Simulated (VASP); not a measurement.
# ZnS: band structure with PBEsol

ZnS:

```xyz
2
Lattice="3.8444 0.0000 0.0000 0.0000 5.4368 0.0000 1.9222 -2.7184 1.8760" Properties=species:S:1:pos:R:3 pbc="T T T"
Zn    1.9222    1.3482    0.0000
S     0.0000    0.0111    0.0000
```

```
Program                : VASP 6.6.1
Task                   : band structure
Functional             : PBEsol
Potentials or basis    : VASP PAW PBE potentials, release 64 (Zn, S)
Cutoff                 : 520 eV
k mesh                 : 18 × 18 × 18
Occupations            : gaussian, width 0.03 eV
Spin                   : no spin polarisation
Further INCAR settings : ALGO = Normal; EDIFF = 1e-07; NBANDS = 16
```

```json
{"Pressure": "-1.3 GPa", "Largest force": "0.005 eV/Å", "Band gap on the k mesh": "1.91 eV, direct", "Band gap along the path": "1.91 eV, direct"}
```

Forces on the atoms (eV/Å):
```
Zn   0.000 -0.005  0.000
S    0.000  0.005  0.000
```

Stress tensor (GPa, compression positive):
```
-2.36  0.00  0.00
 0.00 -1.71  0.00
 0.00  0.00  0.02
```

Levels at the corners of the path, in eV from the valence-band top:
| point | band 7 | band 8 | band 9 | band 10 | band 11 | band 12 |
| --- | --- | --- | --- | --- | --- | --- |
| Γ | -0.13 | -0.11 | 0.00 | 1.91 | 6.06 | 6.23 |
| X | -4.80 | -3.27 | -1.95 | 3.84 | 6.23 | 9.03 |
| X | -4.80 | -3.27 | -1.95 | 3.84 | 6.23 | 9.03 |
| L | -4.76 | -2.92 | -2.86 | 5.45 | 5.96 | 7.65 |
| L | -4.76 | -2.92 | -2.86 | 5.45 | 5.96 | 7.65 |
| T | -4.69 | -2.39 | -2.36 | 3.12 | 3.85 | 10.79 |
| T | -4.69 | -2.39 | -2.36 | 3.12 | 3.85 | 10.79 |
| W | -4.72 | -2.90 | -2.87 | 5.43 | 5.88 | 7.57 |
| W | -4.72 | -2.90 | -2.87 | 5.43 | 5.88 | 7.57 |
| R | -5.46 | -1.01 | -1.00 | 3.03 | 6.65 | 6.70 |
| R | -5.46 | -1.01 | -1.00 | 3.03 | 6.65 | 6.70 |
| X1 | -4.80 | -3.27 | -1.95 | 3.84 | 6.23 | 9.03 |
| X1 | -4.80 | -3.27 | -1.95 | 3.84 | 6.23 | 9.03 |
| Z | -4.76 | -2.44 | -2.18 | 3.14 | 4.02 | 10.70 |
| Z | -4.76 | -2.44 | -2.18 | 3.14 | 4.02 | 10.70 |
| Γ | -0.13 | -0.11 | 0.00 | 1.91 | 6.06 | 6.23 |
| Γ | -0.13 | -0.11 | 0.00 | 1.91 | 6.06 | 6.23 |
| Y | -4.82 | -3.34 | -1.77 | 4.14 | 5.67 | 9.18 |
| Y | -4.82 | -3.34 | -1.77 | 4.14 | 5.67 | 9.18 |
| S | -5.51 | -1.00 | -0.85 | 3.21 | 6.74 | 6.91 |
| S | -5.51 | -1.00 | -0.85 | 3.21 | 6.74 | 6.91 |
| W | -4.72 | -2.90 | -2.87 | 5.43 | 5.88 | 7.57 |
| L1 | -4.76 | -2.92 | -2.86 | 5.45 | 5.96 | 7.65 |
| Y | -4.82 | -3.34 | -1.77 | 4.14 | 5.67 | 9.18 |
| Y1 | -4.82 | -3.34 | -1.77 | 4.14 | 5.67 | 9.18 |
| Z | -4.76 | -2.44 | -2.18 | 3.14 | 4.02 | 10.70 |

Core levels (eV, on the scale of the bands):
```csv
atom,levels
1 Zn,"1s -9518.4, 2s -1151.9, 2p -997.5, 3s -122.9, 3p -77.1"
2 S,"1s -2396.6, 2s -202.7, 2p -147.5"
```

It took 6.2 min on 1 thread of Intel(R) Xeon(R) 6975P-C (Granite Rapids), with other jobs on the host, peak memory 0.86 GiB.

Caveat: the PAW data sets were made with another functional, which shifts forces and pressure a little. Expect the measured gap to be larger: semilocal functionals such as PBEsol lack the derivative discontinuity.
